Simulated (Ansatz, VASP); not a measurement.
# One calculation of TiC, two programs

INCAR

```
SYSTEM = TiC
PREC = Accurate
ENCUT = 600
EDIFF = 1E-6
ISMEAR = 0
SIGMA = 0.1
LREAL = .FALSE.
LASPH = .TRUE.
NELM = 80
ALGO = Normal
ISIF = 3
LWAVE = .FALSE.
LCHARG = .FALSE.
GGA = PS
IBRION = 2
NSW = 70
EDIFFG = -0.005
```

The input KPOINTS:

```
regular mesh
0
G
  12 12 12
  0 0 0
```

The input POSCAR:

```
TiC
1.0
    0.0000000000      2.1593000000      2.1593000000
    2.1593000000      0.0000000000      2.1593000000
    2.1593000000      2.1593000000      0.0000000000
Ti C
1 1
Direct
    0.0000000000      0.0000000000      0.0000000000
    0.5000000000      0.5000000000      0.5000000000
```

Input for Ansatz:

```yaml
crystal:
  lattice:
    - [0.0, 2.1593, 2.1593]
    - [2.1593, 0.0, 2.1593]
    - [2.1593, 2.1593, 0.0]
  atoms:
    - { symbol: Ti, position: [0.0, 0.0, 0.0] }
    - { symbol: C, position: [0.5, 0.5, 0.5] }
basis:
  ecutwfc: 420
kpoints:
  mp_grid: { grid: [12, 12, 12] }
scf:
  occupations: { method: gaussian, width: 0.1 }
  n_extra_bands: 4
hamiltonian:
  xc: pbesol
  pseudopotentials: { kind: paw, azcp: { folder: soft_1 } }
output:
  eigenvalues: true
  forces: true
  stress: true
relax:
  f_tol: 0.005
  max_steps: 50
  cell: {}
```

Alike in both runs: task relaxation of cell and atoms; functional PBEsol; k mesh 12 × 12 × 12; occupations gaussian, width 0.1 eV; no spin polarisation.

|  | VASP | Ansatz |
| --- | --- | --- |
| version | VASP 6.6.1 | Ansatz 0.2.0 |
| potentials or method | VASP PAW PBE potentials, release 64 (Ti_sv, C) | plane-wave PAW, scalar-relativistic |
| plane-wave cutoff (eV) | 600 | 420 |
| valence electrons in the cell | 16 | 16 |

```tsv
	VASP	Ansatz	Ansatz less VASP
relaxed volume (Å³/atom)	9.90	9.89	-0.009
relaxed cell length with the largest relative difference (Å)	3.037	3.036	-0.0009
energy change over the relaxation (meV/atom)	-2	-3	-0.2
```

Ansatz warned: «pseudo_functional_mismatch».

Caveats: the PAW data sets were made with another functional, which shifts forces and pressure a little (VASP).
